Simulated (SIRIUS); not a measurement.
Crystal: In.

```xyz
1
Lattice="-1.6255 1.6255 2.4737 1.6255 -1.6255 2.4737 1.6255 1.6255 -2.4737" Properties=species:S:1:pos:R:3 pbc="T T T"
In    0.0000    0.0000    0.0000
```

Base run:

```yaml
Program: SIRIUS 7.10.0
Functional: RPBE
Potentials_or_basis: PseudoDojo 0.4.1 PBE standard (scalar relativistic)
Cutoff: 960 eV
Density_cutoff: 3840 eV
k_mesh: 9 × 9 × 9
Occupations: fermi-dirac, width 0.05 eV
Spin: no spin polarisation
```

Its results: band gap on the k mesh none (metal or under the smearing width); pressure 3.7 GPa.

The run is repeated on the same cell with these changes: functional from RPBE to GAM; libxc names from ["XC_GGA_X_RPBE", "XC_GGA_C_PBE"] to ["XC_GGA_X_GAM", "XC_GGA_C_GAM"]. What comes out?

Band gap on the k mesh none (metal or under the smearing width); pressure 2.6 GPa.

Caveats: the potentials were made for another functional, which shifts forces and pressure.
